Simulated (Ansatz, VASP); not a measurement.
**Two plane-wave programs on WS2**

```xyz
3
Lattice="3.1236 0.0000 0.0000 -1.5618 2.7051 0.0000 0.0000 0.0000 30.0800" Properties=species:S:1:pos:R:3 pbc="T T T"
S     1.5618    0.9017    6.9975
S     1.5618    0.9017   10.1425
W     0.0000    1.8034    8.5700
```

Alike in both runs: functional PBEsol; dispersion D3(BJ); k mesh 12 × 12 × 1; occupations gaussian, width 0.03 eV; no spin polarisation.

Ansatz relaxed the structure, and its values are those at the end. VASP's run is a single point on that final structure, the one shown.

|  | VASP | Ansatz |
| --- | --- | --- |
| version | VASP 6.6.1 | Ansatz 0.2.0 |
| potentials or method | VASP PAW PBE potentials, release 64 (S, W_sv) | scalar-relativistic, plane waves, PAW |
| plane-wave cutoff (eV) | 520 | 420 |
| valence electrons in the cell | 26 | 26 |

```csv
,VASP,Ansatz,Ansatz less VASP
gap on the k mesh at the Fermi level (eV),1.99,1.99,-0.001
least direct gap on the mesh (eV),2.04,2.04,-0.005
rms of the force components (eV/Å),0.010,0.001,-0.0098
```

With one functional, cell and mesh, what is left measures potentials, basis and numerics. Ansatz warned: «slab_cell_height_set».

Caveats: the PAW data sets were made with another functional, which shifts forces and pressure a little (VASP); spin-orbit coupling is left out, which moves the levels of the heavy elements. Expect the measured gap to be larger: semilocal functionals such as PBEsol lack the derivative discontinuity.
